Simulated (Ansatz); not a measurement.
# BN (P6_3/mmc): band gap by G0W0 on PBE, part 2 of 2

How far does one-shot GW move the PBE gap of BN (P6_3/mmc)?

Ansatz 0.2.0; PBE, then G0W0 on it, plane waves, PAW. Known limits of the many-body steps: finite bands, screening cutoff and k mesh; no spin-orbit coupling in G0W0.

So far. Step 2 (Bands along the symmetry lines): Over mesh and path the gap is 4.252 eV, from k = (0.300, 0.300, 0.000) to k = (0.500, 0.000, 0.000). The least direct gap found is 4.664 eV, at k = (0.333, 0.333, 0.500). On the 12×12×4 mesh alone the same run gives 4.295 eV, so that mesh misses an edge of PBE: 4.295 − 4.252 = +0.043 eV.

The database entry behind the starting cell differs from later determinations by our own check (about 0.3 % short, minor phase), so it need not match the best structure at ambient conditions.

In doubt: masses and optical values from hybrid runs of this build are listed as unsure (in some of the runs), which bears on the screening that GW takes from such a start.

### Step 3. One-shot GW

G0W0 replaces the xc potential by a self-energy built once from the orbitals of the start. Levels are corrected in the window of bands that the input names, at points of the mesh.

This step: G0W0 on PBE, plane waves, PAW.

Input file input.yaml:

```yaml
crystal:
  lattice:
    - [2.49824, 0.0, 0.0]
    - [-1.24912, 2.1635393048, 0.0]
    - [0.0, 0.0, 6.6357]
  atoms:
    - { symbol: B, position: [0.3333333333, 0.6666666667, 0.25] }
    - { symbol: B, position: [0.6666666667, 0.3333333333, 0.75] }
    - { symbol: "N", position: [0.3333333333, 0.6666666667, 0.75] }
    - { symbol: "N", position: [0.6666666667, 0.3333333333, 0.25] }
kpoints:
  mp_grid: { grid: [9, 9, 2] }
hamiltonian:
  xc: pbe
scf:
  occupations: { method: fixed }
gw:
  n_empty_bands: 230
  ecut_chi: 200.0
  qp_bands: [v2, c2]
  qp_kpoints: band_edges
  screening: { model: contour_deformation }
```

Command:

```console
$ ansatz run input.yaml --threads 2 --pin off --max-ram 92160MiB --backend cuda --events-out ev --progress --plain --runs-dir out --devices 1 --max-vram 13GiB  # rebuilt from the run's record
```

Numbers of over 12 decimals in the logs are rounded to 6 here.

What it wrote:

```text
GPUs: using 1 of 1 available (devices: 1).
[...]
GPU FFT provider: cuFFT
GPU libraries: cuBLAS 13.8.2, cuFFT 12.4.0, cuSOLVER 12.3.4
Crystal: 4 atoms, lattice volume = 35.866 Å³
Basis set: ecut = 420 eV, 689 PW (Γ)
Bands: 12, of which v1, the nominal top of the filled ones, is band 8 counted from 1 (7 counted from 0)
Symmetry: 24 space group operations
[...]
k-points: 24 of 162
[...]
GPU buffer pool allocated for 14580 grid points (all kernels)
[...]
SCF iter   1: F=—  HF=-1084.799649 eV  |F-HF|=—  |Δ(HF+E_count)|=         —  Δρ=1.45e-3  dr2=1.94e-4  ethr=1.77e-3  ⟨swp⟩=5.0  Hψ=1591  notcnv=0  defer=43
[...]
SCF iter   6: F=-1084.801081 eV  HF=-1084.801081 eV  |F-HF|=2.02e-10  |Δ(HF+E_count)|=   1.04e-8  Δρ=6.21e-7  dr2=7.94e-11  ethr=2.50e-11  ⟨swp⟩=4.3  Hψ=1302  notcnv=0
SCF 1 converged in 6 iterations: F = -1084.801081 eV  dr2 = 7.94e-11
[...]
NSCF: frozen V_eff on 24 k-points, pencils in batches of 32, up to order 48
the band table was solved once the SCF had ended and its energy, with any forces and stress, was formed, with the checks that follow a solve (1799 applications of the Hamiltonian). They found nothing against the state; the energy, forces and stress were not computed again (output.eigenvalues in the input reference)
[...]
NSCF: frozen V_eff on 24 k-points
G₀W₀ screening: q 1/24
[... further progress lines ...]
[...]
SCF converged after 6 iterations
Free energy (F): -1084.801081 eV
[...]
Internal energy: -1084.801081 eV  (E = F + TS)
E sigma→0 (E₀):  -1084.801081 eV
Fermi energy:    4.793511 eV
[...]
--- Band table (eV; the first three rows and the last of 24) ---
  k-point 0: bands = [... 4 lower, 3.4730, 3.4730, 3.5102, 3.5102, 10.0616, 15.1430, 16.4277, 16.4277]
  k-point 1: bands = [... 4 lower, 3.4911, 3.4911, 3.4911, 3.4911, 12.4367, 12.4367, 16.4884, 16.4884]
  k-point 2: bands = [... 4 lower, 2.5112, 2.5436, 3.0255, 3.0686, 10.4897, 14.9665, 16.1451, 16.4402]
  k-point 23: bands = [... 4 lower, -2.3634, -2.3634, 4.7935, 4.7935, 9.4569, 9.4569, 16.8384, 16.8384]
--- G₀W₀: contour deformation, 6 samples at zero and on the imaginary axis and 1 off it, 162 q-points, 230 empty bands' worth ---
  eigenvalues of the whole cell's RPA ε∞ on this k-mesh (on a slab, of 1 + 4πα/V) = 2.5310, 4.5309, 4.5309; static W/v taken at q = 0 is 0.285778
  bands read: the sum over 238 bands ends inside a degenerate multiplet in 2 slots, whose members it reads at an even weight; the widest, k=1: bands 237 to 240 (counted from 1) at 2/4 each
  gw.qp_kpoints: band_edges: 12 of 24 stored k-points solved, in 2 passes; an edge of the gap read off the rows below is read off those points alone
    valence top: of the k-points left out ik 14 came nearest to being solved in a further pass, in band 8 (counted from 1, as in the quasiparticle table): it holds the edge there only if its correction is more favourable than any solved in that band by at least 0.890 eV; those differ by 0.308 eV
    conduction bottom: of the k-points left out ik 14 came nearest to being solved in a further pass, in band 9 (counted from 1, as in the quasiparticle table): it holds the edge there only if its correction is more favourable than any solved in that band by at least 0.827 eV; those differ by 0.564 eV
    ik  band        ε_KS         Σx   Σc(E_QP)       V_xc       Z   E_QP_lin       E_QP  E_QP is
     0     7      3.5102   -23.6743     3.1221   -19.2429  0.7933     2.1821     2.2010  root
     0     8      3.5102   -23.6743     3.1221   -19.2429  0.7933     2.1821     2.2010  root
     0     9     10.0616    -4.9461    -4.0256    -9.1704  0.8380    10.2607    10.2603  root
     0    10     15.1430    -7.8256    -5.7175   -14.3929  0.7557    16.0111    15.9928  root
     1     7      3.4911   -23.6605     3.1282   -19.2203  0.7932     2.1601     2.1791  root
     1     8      3.4911   -23.6605     3.1282   -19.2203  0.7932     2.1601     2.1791  root
     1     9     12.4367    -6.3642    -4.5540   -11.4058  0.8126    12.9271    12.9244  root
     1    10     12.4367    -6.3642    -4.5540   -11.4058  0.8126    12.9271    12.9244  root
     2     7      3.0255   -23.5284     3.2345   -18.9557  0.7904     1.6664     1.6874  root
     2     8      3.0686   -23.5664     3.2221   -19.0137  0.7906     1.7176     1.7382  root
     2     9     10.4897    -4.9175    -4.0573    -9.1886  0.8366    10.7039    10.7034  root
     2    10     14.9665    -8.1065    -5.7674   -14.7637  0.7511    15.8738    15.8562  root
     3     7      3.0470   -23.5476     3.2287   -18.9845  0.7905     1.6919     1.7127  root
     3     8      3.0470   -23.5476     3.2287   -18.9845  0.7905     1.6919     1.7127  root
     3     9     12.7315    -6.4479    -4.6000   -11.5646  0.8093    13.2516    13.2483  root
     3    10     12.7315    -6.4479    -4.6000   -11.5646  0.8093    13.2516    13.2483  root
     8     7      2.9956   -18.9081     2.7620   -14.9382  0.7721     1.7648     1.7877  root
     8     8      4.2074   -20.5431     2.6025   -16.8671  0.7763     3.1196     3.1340  root
     8     9      9.4590    -6.0319    -4.4516   -11.1129  0.8163    10.0923    10.0884  root
     8    10     10.7736    -7.8129    -4.8152   -13.4862  0.7952    11.6409    11.6317  root
     9     7      3.5979   -19.6485     2.6611   -15.8421  0.7751     2.4344     2.4525  root
     9     8      3.5979   -19.6485     2.6611   -15.8421  0.7751     2.4344     2.4525  root
     9     9      9.9116    -6.7617    -4.4901   -11.9420  0.8102    10.6068    10.6018  root
     9    10      9.9116    -6.7617    -4.4901   -11.9420  0.8102    10.6068    10.6018  root
    16     7      3.5484   -19.2712     2.6152   -15.4961  0.7762     2.3699     2.3886  root
    16     8      4.4884   -20.6526     2.5333   -17.0660  0.7782     3.4219     3.4352  root
    16     9      9.2062    -5.8685    -4.4567   -10.9519  0.8177     9.8367     9.8329  root
    16    10     10.3927    -7.5794    -4.7445   -13.1528  0.7990    11.2297    11.2217  root
    17     7      4.0457   -19.9980     2.5633   -16.3288  0.7776     2.9241     2.9397  root
    17     8      4.0457   -19.9980     2.5633   -16.3288  0.7776     2.9241     2.9397  root
    17     9      9.5909    -6.4689    -4.4825   -11.6273  0.8127    10.2714    10.2669  root
    17    10      9.5909    -6.4689    -4.4825   -11.6273  0.8127    10.2714    10.2669  root
    20     7      3.7478   -19.1876     2.5150   -15.5352  0.7782     2.5931     2.6105  root
    20     8      4.6780   -20.7201     2.4460   -17.2476  0.7793     3.6394     3.6515  root
    20     9      9.6910    -6.1439    -4.6980   -11.5654  0.8089    10.4202    10.4146  root
    20    10     10.3563    -7.6821    -4.7457   -13.2557  0.7973    11.1922    11.1842  root
    21     7      4.2420   -19.9805     2.4671   -16.4319  0.7792     3.1461     3.1605  root
    21     8      4.2420   -19.9805     2.4671   -16.4319  0.7792     3.1461     3.1605  root
    21     9      9.8442    -6.7365    -4.6206   -12.0928  0.8065    10.5858    10.5800  root
    21    10      9.8442    -6.7365    -4.6206   -12.0928  0.8065    10.5858    10.5800  root
    22     7      4.7139   -20.3287     2.3652   -16.9312  0.7815     3.6696     3.6816  root
    22     8      4.7139   -20.3287     2.3652   -16.9312  0.7815     3.6696     3.6816  root
    22     9      9.6723    -6.6196    -4.7142   -12.0962  0.8055    10.4410    10.4347  root
    22    10      9.6723    -6.6196    -4.7142   -12.0962  0.8055    10.4410    10.4347  root
    23     7      4.7935   -20.6259     2.3886   -17.2111  0.7810     3.7555     3.7673  root
    23     8      4.7935   -20.6259     2.3886   -17.2111  0.7810     3.7555     3.7673  root
    23     9      9.4569    -6.1903    -4.6552   -11.5679  0.8097    10.1847    10.1793  root
    23    10      9.4569    -6.1903    -4.6552   -11.5679  0.8097    10.1847    10.1793  root
```

The job ended after 17 s (1 × NVIDIA H100 80GB HBM3 (shared by 6 runs) with 2 threads of AMD EPYC 7R13 (Zen 3), shared host; peak memory 1.3 GiB).

This step gave:

| Item | Value |
| --- | --- |
| bands summed | 238 |
| RPA ε∞ on this mesh (eigenvalues) | 2.531, 4.531, 4.531 |
| plane waves in the screening matrix | 225 |
| q-points in the mesh | 162 |
| G0W0 gap over the corrected points | 6.066 eV |
| k of the valence top | 0.3333, 0.3333, -0.5 |
| k of the conduction bottom | 0.1111, 0.4444, 0 |
| starting gap on the mesh | 4.413 eV |
| Z at the valence top | 0.7810 |
| Z at the conduction bottom | 0.8177 |
| least direct G0W0 gap over the corrected points | 6.398 eV |

Over 12 of 24 irreducible mesh points the G0W0 gap is 6.066 eV, from k = (0.333, 0.333, -0.500) to k = (0.111, 0.444, 0.000). The PBE gap of this run on the mesh is 4.413 eV. The two states that bound the G0W0 gap lie that far apart at the start, so the correction of the gap is 6.066 − 4.413 = +1.653 eV. The start of this run differs from the step before in mesh (12×12×4 and 9×9×2).

Labels follow the order of the start: v1 is the top filled band, c1 the lowest empty one; levels that stay degenerate share a row, the window can cut a multiplet, doubted levels are not marked in this list, bands outside the window were not corrected, and the list may be a part of the corrected levels. Levels before and after the correction, in eV, zero at the valence-band top of each column:

|  | conduction bottom | valence top |
| --- | --- | --- |
| Kohn-Sham | 4.41 | 0.00 |
| G0W0 | 6.07 | 0.00 |

|  | level | occupation | energy (eV) |
| --- | --- | --- | --- |
| Kohn-Sham | (0.111 0.444 0) v2 | 2 | -1.245 |
| Kohn-Sham | (0.111 0.444 0) v1 | 2 | -0.305 |
| Kohn-Sham | (0.111 0.444 0) c1 | 0 | 4.413 |
| Kohn-Sham | (0.111 0.444 0) c2 | 0 | 5.599 |
| Kohn-Sham | (0.333 0.333 -0.5) v2-v1 | 2 | 0.000 |
| Kohn-Sham | (0.333 0.333 -0.5) c1-c2 | 0 | 4.663 |
| G0W0 | (0.111 0.444 0) v2 | 2 | -1.379 |
| G0W0 | (0.111 0.444 0) v1 | 2 | -0.332 |
| G0W0 | (0.111 0.444 0) c1 | 0 | 6.066 |
| G0W0 | (0.111 0.444 0) c2 | 0 | 7.454 |
| G0W0 | (0.333 0.333 -0.5) v2-v1 | 2 | 0.000 |
| G0W0 | (0.333 0.333 -0.5) c1-c2 | 0 | 6.412 |

The parts of the quasiparticle energy for the two states that bound the G0W0 gap, in eV on the run's own scale (QP = start + Σx + Σc − Vxc, with Σc at the quasiparticle energy):

| edge | k | band | start | Σx | Σc | Vxc | Z | QP |
| --- | --- | --- | --- | --- | --- | --- | --- | --- |
| valence top | (0.333, 0.333, -0.500) | 7 | 4.793 | −20.626 | 2.389 | −17.211 | 0.781 | 3.767 |
| conduction bottom | (0.111, 0.444, 0.000) | 9 | 9.206 | −5.869 | −4.457 | −10.952 | 0.818 | 9.833 |

### Step 4. The runs together

Each gap is the least one over the points named; times are wall times on shared hosts, not benchmarks. A G0W0 time includes the run's own self-consistent start. Rows marked * are further runs, not shown as steps, whose inputs differ from the G0W0 step on the same start in the columns given; solver thresholds can differ too. Symmetry makes (0.500, 0.000, 0.000) and (0.000, -0.500, 0.000) one point.

| level | mesh | files, cutoff | bands summed, screening | points | gap (eV) | valence top | conduction bottom | least direct gap (eV) | time |
| --- | --- | --- | --- | --- | --- | --- | --- | --- | --- |
| PBE | 12×12×4 | soft_2 PAW, 420 eV | - | mesh and path | 4.252 | (0.300, 0.300, 0.000) | (0.500, 0.000, 0.000) | 4.664 | 7.5 s |
| G0W0@PBE* | 9×9×2 | soft_2 PAW, 420 eV | 45, 60 eV | 13 of 24 irreducible mesh points | 5.827 | (0.333, 0.333, -0.500) | (0.111, 0.444, 0.000) | 6.179 | 9.5 s |
| G0W0@PBE* | 9×9×2 | soft_2 PAW, 420 eV | 115, 120 eV | 12 of 24 irreducible mesh points | 5.919 | (0.333, 0.333, -0.500) | (0.111, 0.444, 0.000) | 6.258 | 15 s |
| G0W0@PBE | 9×9×2 | soft_2 PAW, 420 eV | 238, 200 eV | 12 of 24 irreducible mesh points | 6.066 | (0.333, 0.333, -0.500) | (0.111, 0.444, 0.000) | 6.398 | 17 s |
| G0W0@PBE* | 6×6×2 | soft_2 PAW, 420 eV | 115, 120 eV | 9 of 14 irreducible mesh points | 5.786 | (0.333, 0.333, -0.500) | (0.000, -0.500, 0.000) | 6.269 | 6.7 s |
| G0W0@PBE* | 9×9×2 | soft_2 PAW, 420 eV | 115, 120 eV, plasmon pole | 12 of 24 irreducible mesh points | 5.908 | (0.333, 0.333, -0.500) | (0.111, 0.444, 0.000) | 6.253 | 13 s |

### Step 5. Results

| Quantity | Value |
| --- | --- |
| PBE gap over mesh and path | 4.252 eV, from k = (0.300, 0.300, 0.000) to k = (0.500, 0.000, 0.000) |
| G0W0@PBE gap over 12 of 24 irreducible mesh points | 6.066 eV, from k = (0.333, 0.333, -0.500) to k = (0.111, 0.444, 0.000) |
| GW settings | 9×9×2 mesh, 230 empty bands, screening to 200 eV |
| known limits | finite bands, screening cutoff and k mesh; no spin-orbit coupling in G0W0 |

In words: Over 12 of 24 irreducible mesh points the G0W0 gap is 6.066 eV, from k = (0.333, 0.333, -0.500) to k = (0.111, 0.444, 0.000). The PBE gap of this run on the mesh is 4.413 eV. The two states that bound the G0W0 gap lie that far apart at the start, so the correction of the gap is 6.066 − 4.413 = +1.653 eV. The valence state moves by 3.767 − 4.793 = −1.026 eV and the conduction state by 9.833 − 9.206 = +0.627 eV, on the run's own scale; with 45 bands the edge states move by −0.349 and +1.066 eV, so the split between the edges depends on the bands and cutoff. Over mesh and path, PBE puts the valence top at k = (0.300, 0.300, 0.000) and conduction bottom at k = (0.500, 0.000, 0.000), where no G0W0 correction was computed. The G0W0 gap over the whole zone is therefore not known from this run; at its settings it can only be equal to or under the 6.066 eV found, and no correction is carried over from another point. For the start itself the gap is 4.252 eV over mesh and path and 4.413 eV on the mesh of the G0W0 run, in runs that differ in mesh (12×12×4 and 9×9×2). From 45 bands and 60 eV to 238 bands and 200 eV the gap moves by 6.066 − 5.827 = +0.239 eV (rung by rung 5.827, 5.919, 6.066 eV); bands and screening cutoff rise together, so their parts are not told apart. A line in one over the bands through the two highest rungs gives 6.066 + (6.066 − 5.919) × 115 / (238 − 115) = 6.203 eV, and through the pair below 5.919 + (5.919 − 5.827) × 45 / (115 − 45) = 5.978 eV. The two differ by 0.225 eV, not under the 0.030 eV asked, so the law does not hold well over these rungs and the limit is not known. With the 6×6×2 mesh in place of the 9×9×2 mesh and all else as in the G0W0@PBE row with 115 bands, the gap differs by 5.786 − 5.919 = −0.133 eV, and that of the start by 4.295 − 4.413 = −0.118 eV; an edge lies at another k point, so this need not be the shift of one pair of states. With the plasmon pole model in place of the contour deformation model and all else as in the G0W0@PBE row with 115 bands, the gap differs by 5.908 − 5.919 = −0.011 eV. G0W0 on other starts in this series, not shown as steps and not all at these settings: 6.546 eV on HSE06 (9×9×2, soft_2 PAW, 115 bands, 120 eV) and 5.870 eV on LDA (9×9×2, soft_2 PAW, 115 bands, 120 eV). The G0W0 runs are scalar-relativistic. G0W0@PBE runs of this series with other atomic data on the same mesh, not shown as steps, give 5.916 eV (hard PAW, 870 eV, 115 bands, screening to 120 eV; the table's row with the same empty bands and screening cutoff has 5.919 eV); where bands and cutoffs differ too, the part of the files is not isolated.

[Paths, hosts, dates, memory and timing lines, banners, echoed tables and standing remarks are left out of the program output.]

[Logs are printed without paths, hosts, clocks, repeated set-up lines and the standing remarks that a program may print on its own settings, such as how far it seeks lower states.]

[Runs of the session that timed out or met a known fault of the program may be left out.]

[Cells called generated may have been cut or substituted from an entry of the Crystallography Open Database or the Materials Project.]

[Hosts, paths, dates, database ids (printed as entryN), source tags and the programs' standing remarks are cut or masked in the printed files.]

[Where an RPA ε∞ is given, it is that of the G0W0 mesh and is not shown converged in it. Names of k-points follow the symmetry that the program found, which can be lower than the space group named. Band edges on a path are those of the sampled points; other points can move an edge, and change direct to indirect where valleys lie close.]

[Hybrid gaps are those of their k-mesh and are not shown converged in it.]
